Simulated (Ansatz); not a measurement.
## Pb: single point with PBE

Crystal: Pb.

```
Pb
1.0
     0.00000    2.47502    2.47502
     2.47502    0.00000    2.47502
     2.47502    2.47502    0.00000
Pb
1
Direct
  0.00000 0.00000 0.00000
```

```
Program             : Ansatz 0.2.0
Task                : single point
Functional          : PBE
Potentials or basis : all-electron LAPW, scalar-relativistic
Cutoff              : 154 eV (chosen from the basis error)
Basis error allowed : 0.001 eV/atom
k mesh              : 9 × 9 × 9
Occupations         : gaussian, width 0.027 eV
Spin                : no spin polarisation
```

The pressure is 2.3 GPa and the band gap on the k mesh is none (metal or under the smearing width).

Levels at points of the mesh, in eV from the Fermi level:
```csv
k point,band 14,band 15,band 16,band 17,band 18,band 19,band 20,band 21,band 22
"(0.00, 0.00, 0.00)",-16.94,-16.80,-16.80,-11.61,7.56,7.56,7.56,9.89,11.49
```

It took 3.3 s on 1 thread of Arm Neoverse V1, on a shared host, peak memory 0.24 GiB.

The run has no spin-orbit coupling, so splittings on Pb are missing.
